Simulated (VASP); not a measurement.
Input of a VASP 6.6.1 run:

File INCAR:

```
  ALGO = Fast
  EDIFF = 1E-6
  ENCUT = 520
  GGA = PS
  ISIF = 2
  ISMEAR = 0
  LASPH = T
  LCHARG = F
  LREAL = F
  LWAVE = F
  NBANDS = 21
  NELM = 100
  PREC = Accurate
  SIGMA = 0.1
```

File KPOINTS:

```
k-points
0
Gamma
  14 14 10
```

The input POSCAR:

```
TiH
1.0
    2.1650783365      2.1650783365      0.0000000000
   -2.1650783365      2.1650783365      0.0000000000
    0.0000000000      0.0000000000      4.3301566730
Ti H
2 2
Direct
    0.0000000000      0.0000000000      0.0000000000
    0.5000000000      0.5000000000      0.5000000000
    0.5000000000      0.5000000000      0.0000000000
    0.0000000000      0.0000000000      0.5000000000
```

Potentials or basis: VASP PAW PBE potentials, release 64 (Ti_sv, H).

Run with:

```sh
$ cat potpaw_PBE.64/Ti_sv/POTCAR potpaw_PBE.64/H/POTCAR > POTCAR
$ mpirun -np 1 vasp_std > vasp.out
```

**Question.** Estimate the pressure.

**Answer.** -15.5 GPa.

**Question.** Estimate the band gap on the k mesh.

**Answer.** None (metal or under the smearing width).

Caveat: so large a pressure means that the cell lies far from this level's equilibrium, or that cutoff or potentials fall short; the potentials were made for another functional, which shifts forces and pressure; the real-space grid breaks the cell's symmetry a little.
